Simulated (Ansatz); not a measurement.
Take a crystal in which Bi has been replaced by As on all its sites, with the cell rescaled by a rough guess (in some cases also distorted within its space group) and nothing relaxed:

```
As
1.0
     4.21444    0.00000    0.00000
    -2.10722    3.64981    0.00000
     0.00000    0.00000   10.82660
As
2
Direct
  0.33333 0.66667 0.25000
  0.66667 0.33333 0.75000
```

All numbers below come from DFT PBEsol, scalar-relativistic, plane waves, PAW in Ansatz.

Cutoff 420 eV; k points 12×12×4 on the computed 2-atom cell (Γ-centred); Gaussian smearing, width 0.10 eV; no spin polarisation.

What pressure does the cell carry?

The pressure is -4.1 GPa (positive in compression), so the cell would contract.

Is it a metal on this mesh?

Yes, a band crosses the Fermi level.

The cell holds layers, and where no dispersion correction was added their binding is poorly described.

This form isn't the element's structure at ambient conditions.